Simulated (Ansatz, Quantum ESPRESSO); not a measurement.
**CuO: programs and potentials compared**

```
Cu O
1.0
     2.87950    0.00000    0.00000
     0.03907    2.87928    0.00000
     0.01750    0.01724    5.17634
Cu O
2 2
Cartesian
  0.0195 1.4396 0.0000
  1.4485 0.0086 2.5882
  2.8881 0.0177 3.8817
  0.0479 2.8788 1.2947
```

The cell comes from a database or a generator and needn't be the stable form of this composition.

Alike in all runs: task band structure; functional LDA; k mesh 9 × 9 × 5; occupations fermi-dirac, width 0.05 eV; no spin polarisation; no spin-orbit coupling. LDA stands for any of its common fits. Pressure is positive in compression and, in plane waves, holds the error of the finite cutoff, which Ansatz's Pulay term estimates and takes out.

```csv
program and potentials,plane-wave cutoff (eV),notes,pressure (GPa)
"Ansatz, Ansatz PAW",420,"potentials made for PBE, which Ansatz adapts in part; Pulay term of +0.87 GPa included",-8.51
"Ansatz, all-electron LAPW, scalar-relativistic",-,-,-8.32
"Quantum ESPRESSO, GBRV 1.5 LDA",762,-,-7.62
```

The pressure spans -8.51 (Ansatz, Ansatz PAW) to -7.62 GPa (Quantum ESPRESSO, GBRV 1.5 LDA), with all-electron results at -8.32.

The functional is the same throughout but for its coding, so the spread measures potentials, basis and numerics; runs on potential files found faulty are left out.
